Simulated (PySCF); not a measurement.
Isomers of C7H8, one conformer each. Theory: core-valence-separated Tamm–Dancoff BHandHLYP/aug-pcX-1 (pcseg-1 on H) in PySCF, non-relativistic, gas phase, PBE0-D3(BJ)/def2-SVP geometry. Absolute energies from this functional tend to lie a few eV below measured edges; no shift was applied.

P. `C[C@@]12[C@H]3[C@@H](C=C1)[C@@H]23`
Q. `C1=C[C@H]2C=C[C@@H]1C2`

Main lines, eV (oscillator strength):
1. C K: 282.6 (0.055), 282.7 (0.058), 285.4 (0.009), 285.5 (0.067), 285.7 (0.031)
2. C K: 282.6 (0.226), 284.7 (0.028), 285.7 (0.056), 286.1 (0.039), 286.3 (0.043)
Listed: the first five lines at most of each edge with a tenth or more of its strongest line's intensity; roots within 0.03 eV on the same or equivalent atoms are summed. Only the lowest roots were sought, and the top ones are left out.

Q: Which spectrum belongs to which isomer?

A: 1 = P, 2 = Q.
- P: first C line listed at 282.6 eV, hole on the alkene CH carbon (1s→π*).
- Q: first C line listed at 282.6 eV, hole on the alkene CH carbon.

Q: What are the ground-state energies of the isomers at BHandHLYP/aug-pcX-1 (pcseg-1 on H), relative to the lowest?

A: P 108.0, Q 0.0 kJ/mol (electronic energies on these geometries, no dispersion or zero-point terms).
